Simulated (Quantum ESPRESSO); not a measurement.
# Cu and the effect of the dispersion correction

The cell as given:

It takes space group Fm-3m (No. 225, cubic). The conventional cell has a = 3.615 Å, b = 3.615 Å, c = 3.615 Å, α = 90.00°, β = 90.00°, γ = 90.00°. Cu (site symmetry m-3m) has 12 Cu at 2.56 Å as nearest neighbours.

Kept alike: task relaxation of cell and atoms; functional PBE; k mesh 13 × 13 × 13; occupations fermi-dirac, width 0.05 eV; no spin polarisation. Program: Quantum ESPRESSO, Ansatz NC SR PBE, cutoff 1252 eV. The mesh is that of the run's cell of 1 atom. No spin-orbit coupling.

```csv
dispersion correction,volume (Å³/atom)
D2,11.333
D3(zero),11.456
D3(BJ),11.452
D3M(BJ),10.725
none,11.938
rVV10,11.554
```

The relaxations keep at least the cell's symmetry (Fm-3m). For a metal such a mesh leaves the last digits unconverged. Relaxations stop with a little pressure left, so the last digits of a volume or edge aren't settled.

Question: What does the dispersion correction change here?

Answer: The volume runs from 10.725 (D3M(BJ)) to 11.938 Å³/atom (none). Against no correction: D2 -5.1 %; D3(zero) -4.0 %; D3(BJ) -4.1 %; D3M(BJ) -10.2 %; rVV10 -3.2 %. Dispersion terms mostly attract and so lower the volume; the schemes' coefficients and damping set how far. Measured: 11.81 Å³/atom at 298 K (pmc:10490242, doi:10.3390/nano13172448); nearest none, 0.13 Å³/atom off. The runs are for a static lattice.
